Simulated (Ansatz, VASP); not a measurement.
This is a calculation of MgS (Niningerite) for Ansatz 0.2.0.

File input.yaml:

```yaml
crystal:
  lattice:
    - [0.0, 2.60165, 2.60165]
    - [2.60165, 0.0, 2.60165]
    - [2.60165, 2.60165, 0.0]
  atoms:
    - { symbol: S, position: [0.5, 0.5, 0.5] }
    - { symbol: Mg, position: [0.0, 0.0, 0.0] }
hamiltonian:
  xc: pbe
  pseudopotentials: { kind: paw }
kpoints:
  mp_grid: { grid: [9, 9, 9] }
scf:
  occupations: { method: fermi_dirac, width: 0.05 }
output:
  forces: true
  stress: true
  eigenvalues: true
relax:
  f_tol: 0.01
  max_steps: 40
  cell: { stress_tol: 0.05 }
```

Potentials or basis: Ansatz PAW.

Launch:

```sh
$ ansatz run input.yaml --threads 2 --pin off --max-ram 5632MiB --backend cpu --events-out ev --progress --plain --runs-dir out
```

**Question.** Set up the same calculation for VASP 6.6.1. Potentials there: VASP PAW PBE potentials, release 54 (S, Mg).

**Answer.** As run (the cutoff follows the program's own potentials):

File INCAR:

```
SYSTEM = MgS
PREC = Accurate
ENCUT = 900
EDIFF = 1E-7
ISMEAR = -1
SIGMA = 0.05
LREAL = .False.
LASPH = .True.
NELM = 80
ALGO = Fast
ISIF = 3
LWAVE = .False.
LCHARG = .False.
GGA = PE
IBRION = 2
NSW = 40
EDIFFG = -0.01
```

Contents of KPOINTS:

```
regular mesh
0
Gamma
  9 9 9
  0 0 0
```

POSCAR

```
MgS
1.0
    0.0000000000      2.6016500000      2.6016500000
    2.6016500000      0.0000000000      2.6016500000
    2.6016500000      2.6016500000      0.0000000000
S Mg
1 1
Direct
    0.5000000000      0.5000000000      0.5000000000
    0.0000000000      0.0000000000      0.0000000000
```

Potentials or basis: VASP PAW PBE potentials, release 54 (S, Mg).

Run with:

```sh
$ cat potpaw_PBE.54/S/POTCAR potpaw_PBE.54/Mg/POTCAR > POTCAR
$ mpirun -np 1 vasp_std > vasp.out
```

Both were run:

|  | VASP | Ansatz | Ansatz less VASP |
| --- | --- | --- | --- |
| gap on the k mesh at the Fermi level, each at its own relaxed structure (eV) | 2.88 | 2.89 | +0.006 |
| relaxed volume (Å³/atom) | 17.81 | 17.88 | +0.066 |
| relaxed cell length with the largest relative difference (Å) | 3.693 | 3.698 | +0.0046 |

The two sets of potentials don't hold the same shells in valence.

Caveats: an odd mesh through Γ misses points on the zone boundary, where band edges often lie (VASP); odd divisions of the mesh miss points on the zone boundary, where band edges often lie, so the gap on the mesh can be too wide (Ansatz); the plane-wave basis is chosen anew once the cell has moved, so the energies of steps on either side of that aren't comparable (Ansatz). Zero-point motion and thermal expansion aren't in these numbers. PBE usually gives volumes a little too large and moduli too small.
